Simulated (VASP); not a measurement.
## VASP 6.6.1 run: BeTe

INCAR

```
IBRION = -1
LASPH = .TRUE.
NBANDS = 11
NELM = 120
EDIFF = 1E-7
METAGGA = R2SCAN
ISIF = 2
PREC = Accurate
ENCUT = 520
ISMEAR = 0
NSW = 0
LCHARG = .FALSE.
LREAL = .FALSE.
ALGO = Normal
SIGMA = 0.01
LWAVE = .FALSE.
LMAXMIX = 4
```

KPOINTS

```
KPOINTS created by Atomic Simulation Environment
0
Monkhorst-Pack
8 8 8
0 0 0
```

POSCAR

```
Be Te
 1.0000000000000000
     0.0000000000000000    2.9134823341999998    2.9134823341999998
     2.9134823341999998    0.0000000000000000    2.9134823341999998
     2.9134823341999998    2.9134823341999998    0.0000000000000000
 Be  Te
   1   1
Cartesian
  0.0000000000000000  0.0000000000000000  0.0000000000000000
  1.4567411670999999  1.4567411670999999  1.4567411670999999
```

The recommended PBE PAW datasets give the neutral cell 8 valence electrons.

Command

```
mpirun -np 1 vasp_std
```

OSZICAR

```
N       E                     dE             d eps       ncg     rms          rms(c)
DAV:   1    -0.448561613245E+01   -0.44856E+01   -0.32698E+03  1320   0.596E+02
DAV:   2    -0.305670624770E+02   -0.26081E+02   -0.24847E+02  1718   0.896E+01
DAV:   3    -0.317112949178E+02   -0.11442E+01   -0.11424E+01  1758   0.207E+01
DAV:   4    -0.317216724274E+02   -0.10378E-01   -0.10376E-01  1573   0.226E+00
DAV:   5    -0.317218699004E+02   -0.19747E-03   -0.19747E-03  1715   0.305E-01    0.398E+00
DAV:   6    -0.306124466487E+02    0.11094E+01   -0.14505E-01  1380   0.251E+00    0.291E+00
DAV:   7    -0.306285608090E+02   -0.16114E-01   -0.12793E-01  1509   0.216E+00    0.425E-01
DAV:   8    -0.306259609333E+02    0.25999E-02   -0.74518E-03  1597   0.441E-01    0.361E-01
DAV:   9    -0.306266333673E+02   -0.67243E-03   -0.85003E-04  1525   0.202E-01    0.839E-02
DAV:  10    -0.306266403918E+02   -0.70245E-05   -0.99411E-05  1634   0.501E-02    0.308E-02
DAV:  11    -0.306266427917E+02   -0.23999E-05   -0.98805E-06  1527   0.250E-02    0.139E-02
DAV:  12    -0.306266439385E+02   -0.11469E-05   -0.44247E-07  1506   0.602E-03    0.115E-03
DAV:  13    -0.306266438936E+02    0.44903E-07   -0.16993E-07  1413   0.213E-03
   1 F= -.30626644E+02 E0= -.30626644E+02  d E =-.429317E-31
```

From OUTCAR

```
k-points           NKPTS =     60   k-points in BZ     NKDIM =     60   number of bands    NBANDS=     11

   NELECT =       8.0000    total number of electrons

   dimension x,y,z NGX =    32 NGY =   32 NGZ =   32
   dimension x,y,z NGXF=    64 NGYF=   64 NGZF=   64

  energy-cutoff  :      520.00
  volume of cell :       49.46
      direct lattice vectors                 reciprocal lattice vectors
     0.000000000  2.913482334  2.913482334    -0.171615937  0.171615937  0.171615937
     2.913482334  0.000000000  2.913482334     0.171615937 -0.171615937  0.171615937
     2.913482334  2.913482334  0.000000000     0.171615937  0.171615937 -0.171615937

 k-points in reciprocal lattice and weights: KPOINTS created by Atomic Simulation Env
   0.06250000  0.06250000  0.06250000       0.004
   0.18750000  0.06250000  0.06250000       0.012
   0.31250000  0.06250000  0.06250000       0.012
   0.43750000  0.06250000  0.06250000       0.012
  -0.43750000  0.06250000  0.06250000       0.012
  -0.31250000  0.06250000  0.06250000       0.012
  -0.18750000  0.06250000  0.06250000       0.012
  -0.06250000  0.06250000  0.06250000       0.012
   ...

 E-fermi :   3.8639

 k-point     1 :       0.0625    0.0625    0.0625
  band No.  band energies     occupation
      1      -8.2531      2.00000
      2       3.4668      2.00000
      3       3.7851      2.00000
      4       3.7851      2.00000
      5       7.6992      0.00000
      6       8.0280      0.00000
      7       8.0280      0.00000
      8       8.1691      0.00000
      9      12.7994      0.00000
     10      14.0637      0.00000
     11      14.0637      0.00000

 k-point     2 :       0.1875    0.0625    0.0625
  band No.  band energies     occupation
      1      -8.0756      2.00000
      2       2.2606      2.00000
      3       3.2420      2.00000
      4       3.6805      2.00000
      5       7.8092      0.00000
      6       8.2235      0.00000
      7       8.4304      0.00000
      8       9.4561      0.00000
      9      13.0422      0.00000
     10      13.2718      0.00000
     11      13.8412      0.00000

 k-point     3 :       0.3125    0.0625    0.0625
  band No.  band energies     occupation
      1      -7.6812      2.00000
      2       0.4845      2.00000
      3       2.8213      2.00000
      4       3.3027      2.00000
      5       7.5632      0.00000
      6       8.7044      0.00000
      7       8.9776      0.00000
      8      11.0812      0.00000
      9      12.9236      0.00000
     10      13.5698      0.00000
     11      14.1903      0.00000

 k-point     4 :       0.4375    0.0625    0.0625
  band No.  band energies     occupation
      1      -7.2403      2.00000
      2      -0.8459      2.00000
      3       2.6043      2.00000
      4       2.9447      2.00000
      5       7.3762      0.00000
      6       8.9367      0.00000
      7       8.9639      0.00000
      8      12.2200      0.00000
      9      13.9731      0.00000
     10      14.0592      0.00000
     11      15.4626      0.00000

 k-point     5 :      -0.4375    0.0625    0.0625
  band No.  band energies     occupation
      1      -7.0833      2.00000
      2      -1.2331      2.00000
      3       2.6301      2.00000
      4       2.7621      2.00000
      5       7.3250      0.00000
      6       8.8214      0.00000
      7       9.0582      0.00000
      8      12.3579      0.00000
      9      14.5613      0.00000
     10      15.4795      0.00000
     11      15.7207      0.00000

 ...

  Total       -1.3389607     -1.3389607     -1.3389607     -0.0000000      0.0000000     -0.0000000
  in kB      -43.3721789    -43.3721789    -43.3721789     -0.0000000      0.0000000     -0.0000000
  external PRESSURE =     -43.3721789 kB  Pullay stress =       0.0000000 kB

 POSITION                                       TOTAL-FORCE (eV/Angst)
 -----------------------------------------------------------------------------------
      0.00000      0.00000      0.00000        -0.000000     -0.000000     -0.000000
      1.45674      1.45674      1.45674         0.000000      0.000000      0.000000
 -----------------------------------------------------------------------------------
    total drift:                                0.000000      0.000000      0.000000

  FREE ENERGIE OF THE ION-ELECTRON SYSTEM (eV)
  ---------------------------------------------------
  free  energy   TOTEN  =       -30.6266438936 eV

  energy  without entropy=      -30.6266438936  energy(sigma->0) =      -30.62664389
```

It converged. Results: gap between bands v and c on the k mesh 2.74 eV; least direct gap on the k mesh 3.91 eV; pressure -4.3 GPa. Band v is the last that the valence electrons fill when counted band by band, and c is the next.

The shifted mesh misses Γ, so a band edge there is missed.

For comparison, a separate r²SCAN run of the intended cell, on usual settings and not on those above, gives a gap of 2.57 eV on its mesh and a pressure of -4.3 GPa.

The run above took about 59 s on one core of a shared host (Intel Xeon Platinum 8488C) and held 0.2 GiB at most.
